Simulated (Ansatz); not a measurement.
# BiTe: the cost of one run

Method: DFT r2SCAN, scalar-relativistic, plane waves, PAW, in Ansatz 0.2.0.

1 further run of the same task is left out (set aside as unsound or not needed).

**1. The structure to begin with**

It takes space group Fm-3m (No. 225, cubic). Conventional cell: a = 6.467 Å, b = 6.467 Å, c = 6.467 Å, α = 90.00°, β = 90.00°, γ = 90.00°. Bi (site symmetry m-3m) is surrounded by 6 Te at 3.23 Å. Around Te (site symmetry m-3m) lie 6 Bi at 3.23 Å.

Structure file:

```
CELL_PARAMETERS angstrom
0.00000 3.23327 3.23327
3.23327 0.00000 3.23327
3.23327 3.23327 0.00000
ATOMIC_POSITIONS crystal
Bi 0.00000 0.00000 0.00000
Te 0.50000 0.50000 0.50000
```

This cell was relaxed beforehand with the same method: volume 33.80 Å³/atom, gap on the mesh none (metal).

**2. Static run: bands, density of states and charges**

Input file input.yaml:

```yaml
crystal:
  lattice:
    - [0.0, 3.2332740439, 3.2332740439]
    - [3.2332740439, 0.0, 3.2332740439]
    - [3.2332740439, 3.2332740439, 0.0]
  atoms:
    - { symbol: Bi, position: [0.0, 0.0, 0.0] }
    - { symbol: Te, position: [0.5, 0.5, 0.5] }
basis:
  ecutwfc: 500
kpoints:
  mp_grid: { grid: [12, 12, 12] }
  band_path:
    path:
      - [[0.0, 0.0, 0.0], [0.5, 0.0, 0.5], [0.625, 0.25, 0.625]]
      - [[0.375, 0.375, 0.75], [0.0, 0.0, 0.0], [0.5, 0.5, 0.5], [0.5, 0.25, 0.75], [0.5, 0.0, 0.5]]
    npoints: 14
hamiltonian:
  xc: r2scan
scf:
  occupations: { method: gaussian, width: 0.1 }
  n_extra_bands: 6
output:
  forces: true
  stress: true
  eigenvalues: true
  populations: true
  dos: { projected: true, de: 0.02, nscf_kmesh: { grid: [18, 18, 18] } }
  bader: true
  write_density: true
  write_potential: true
  elf: true
  volumetric_format: npy
```

Launch:

```
ansatz run input.yaml --threads 1 --pin off --max-ram 2560MiB --backend cpu --events-out ev --progress --plain --runs-dir out
```

**Question.** How long does this run take on 1 thread of Intel Xeon at 2.50GHz (Skylake/Cascade Lake), shared host, and how much memory does it need?

About 82 s, with a peak of 0.64 GiB.
